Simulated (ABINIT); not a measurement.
Crystal: AlN.

```xyz
4
Lattice="3.1130 0.0000 0.0000 -1.5565 2.6959 0.0000 0.0000 0.0000 4.9810" Properties=species:S:1:pos:R:3 pbc="T T T"
Al    1.5565    0.8986    2.4905
Al    0.0000    1.7973    0.0000
N     1.5565    0.8986    4.3833
N     0.0000    1.7973    1.8928
```

Base run:

| Quantity | Value |
| --- | --- |
| Program | ABINIT 10.8.3 (patched build) |
| Functional | revPBE |
| Potentials or basis | JTH PAW PBE v2.0 |
| Cutoff | 844 eV |
| k mesh | 10 × 10 × 6 |
| Occupations | fermi-dirac, width 0.05 eV |
| Spin | no spin polarisation |

Its results: band gap on the k mesh 4.23 eV, direct; pressure 6.5 GPa; largest force 0.138 eV/Å.

The run is repeated on the same cell with these changes: functional from revPBE to SCAN. What comes out?

Band gap on the k mesh 4.85 eV, direct; pressure 1.6 GPa; largest force 0.239 eV/Å.

SCAN gives the wider gap, since meta-GGAs in the generalised Kohn-Sham scheme recover part of the derivative discontinuity.

Caveats: the PAW data sets were made with another functional, which shifts forces and pressure a little.
